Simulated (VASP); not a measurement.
Input of a VASP 6.6.1 run:

The input INCAR:

```
PREC = Accurate
ENCUT = 600
EDIFF = 1E-7
ISMEAR = 0
SIGMA = 0.03
LREAL = False
LASPH = True
NELM = 80
ALGO = Normal
ISIF = 3
LWAVE = False
LCHARG = False
GGA = PS
IBRION = 2
NSW = 90
EDIFFG = -0.005
KPAR = 8
```

File KPOINTS:

```
regular mesh
0
Gamma
  8 8 8
```

The input POSCAR:

```
AlAs                                    
1.0
    0.0000000000      2.8408844734      2.8408844734
    2.8408844734      0.0000000000      2.8408844734
    2.8408844734      2.8408844734      0.0000000000
  Al              As            
     1     1
Direct
     0.0000000000000000    0.0000000000000000    0.0000000000000000
     0.2500000000000000    0.2500000000000000    0.2500000000000000
```

Potentials or basis: VASP PAW PBE potentials, release 64 (Al, As).

Run with:

```sh
$ cat potpaw_PBE.64/Al/POTCAR potpaw_PBE.64/As/POTCAR > POTCAR
$ mpirun -np 8 vasp_std > vasp.out
```

Q: What does it give for the band gap on the k mesh?

A: 1.34 eV, indirect (least direct gap 1.89 eV).

Final structure:
```cif
data_structure
_symmetry_space_group_name_H-M 'P 1'
_symmetry_Int_Tables_number 1
_cell_length_a 4.0176
_cell_length_b 4.0176
_cell_length_c 4.0176
_cell_angle_alpha 60.000
_cell_angle_beta 60.000
_cell_angle_gamma 60.000
_cell_volume 45.86
loop_
_atom_site_label
_atom_site_type_symbol
_atom_site_fract_x
_atom_site_fract_y
_atom_site_fract_z
_atom_site_occupancy
Al1 Al 0.00000 0.00000 0.00000 1
As1 As 0.25000 0.25000 0.25000 1
```

Caveat: the relaxation stopped at its first step, so nothing moved. A k mesh can miss the band edges.
